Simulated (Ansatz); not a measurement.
RuAl: changing the pressure

The cell as given:

```cif
data_structure
_symmetry_space_group_name_H-M 'P 1'
_symmetry_Int_Tables_number 1
_cell_length_a 2.9916
_cell_length_b 2.9916
_cell_length_c 2.9916
_cell_angle_alpha 90.000
_cell_angle_beta 90.000
_cell_angle_gamma 90.000
_cell_volume 26.77
loop_
_atom_site_label
_atom_site_type_symbol
_atom_site_fract_x
_atom_site_fract_y
_atom_site_fract_z
_atom_site_occupancy
Ru1 Ru 0.50000 0.50000 0.50000 1
Al1 Al 0.00000 0.00000 0.00000 1
```

Kept alike: task relaxation of cell and atoms; functional PBEsol; k mesh 9 × 9 × 9; occupations fermi-dirac, width 0.05 eV; no spin polarisation. Program: Ansatz, all-electron LAPW, scalar-relativistic. The mesh is that of the run's cell of 2 atoms. No spin-orbit coupling.

| pressure, P (GPa) | volume (Å³/atom) |
| --- | --- |
| 0 | 13.177 |
| 5 | 12.893 |
| 10 | 12.639 |
| 20 | 12.200 |
| 30 | 11.826 |

The relaxations keep at least the cell's symmetry (Pm-3m). For a metal such a mesh leaves the last digits unconverged. The runs follow the start's structure, whether or not it is the stable one at these pressures.

**Question.** What does the pressure change here?

**Answer.** The volume falls from 13.177 to 11.826 Å³/atom between 0 and 30 GPa. The volume falls ever more slowly, since the solid stiffens under load. At the pressures aimed at, which the runs meet within some tenths of a GPa, the step from 0 to 5 GPa gives a mean bulk modulus near 229 GPa, the last step 321 GPa.

RuAl is a stiff intermetallic, and its volume loss per unit of pressure shrinks over every successive interval. In the B2 structure both atoms sit on sites fixed by symmetry, so compression can't be taken up by internal rearrangement. The Ru–Al contacts and the longer Ru–Ru and Al–Al distances must all shorten in the same proportion.

The resistance to compression is usually traced to hybridisation between Ru d and Al s and p states, which fills mainly bonding levels and adds directional character to the metallic cohesion. As the atoms approach, the kinetic energy of the electrons and the Pauli repulsion between overlapping shells rise faster than the bonding attraction, hence the growing modulus. Because 229 GPa is an average over a finite compression of a stiffening solid, the modulus at zero pressure probably lies somewhat lower.

The smooth volume curve supports a picture of ordinary, uniform compression, but volumes alone can't separate the bonding and repulsive contributions or show how the states near the Fermi level respond.
